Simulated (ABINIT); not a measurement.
NiO:

```xyz
2
Lattice="0.0000 2.0859 2.0859 2.0859 0.0000 2.0859 2.0859 2.0859 0.0000" Properties=species:S:1:pos:R:3 pbc="T T T"
Ni    0.0000    0.0000    0.0000
O     2.0859    2.0859    2.0859
```

| Property | Result |
| --- | --- |
| Program | ABINIT 10.8.3 (patched build) |
| Task | relaxation of cell and atoms |
| Functional | PBE |
| Potentials or basis | PseudoDojo NC SR PBE v0.5 stringent |
| Cutoff | 1415 eV |
| k mesh | 8 × 8 × 8 |
| Occupations | fermi-dirac, width 0.05 eV |
| Spin | collinear spin, ferromagnetic start |
| Starting moments | [1.0, 0.0] μB |

At the start: pressure 6.5 GPa; volume 9.08 Å³/atom.

Task: How do energy, volume and symmetry change on relaxing?

Result: Over 4 steps the energy falls by 6.0 meV/atom and the volume is 9.38 Å³/atom (+3.4 %); space group Fm-3m (No. 225, to 0.05 Å); moment 1.88 μB per cell.

The path:
| step | energy change (eV) | largest force (eV/Å) | pressure (GPa) | volume (Å³) |
| --- | --- | --- | --- | --- |
| 1 | 0.0000 | 0.0000 | 6.48 | 18.15 |
| 2 | -0.0101 | 0.0000 | 2.51 | 18.51 |
| 3 | -0.0120 | 0.0000 | 0.13 | 18.75 |
| 4 | -0.0120 | 0.0000 | 0.00 | 18.77 |

Final structure:
```cif
data_structure
_symmetry_space_group_name_H-M 'P 1'
_symmetry_Int_Tables_number 1
_cell_length_a 2.9828
_cell_length_b 2.9828
_cell_length_c 2.9828
_cell_angle_alpha 60.000
_cell_angle_beta 60.000
_cell_angle_gamma 60.000
_cell_volume 18.77
loop_
_atom_site_label
_atom_site_type_symbol
_atom_site_fract_x
_atom_site_fract_y
_atom_site_fract_z
_atom_site_occupancy
Ni1 Ni 0.00000 0.00000 0.00000 1
O1 O 0.50000 0.50000 0.50000 1
```

Caveat: small starting moments can end in a higher magnetic state in this program; a cell with one magnetic atom can't hold antiferromagnetic order, which such compounds often take.
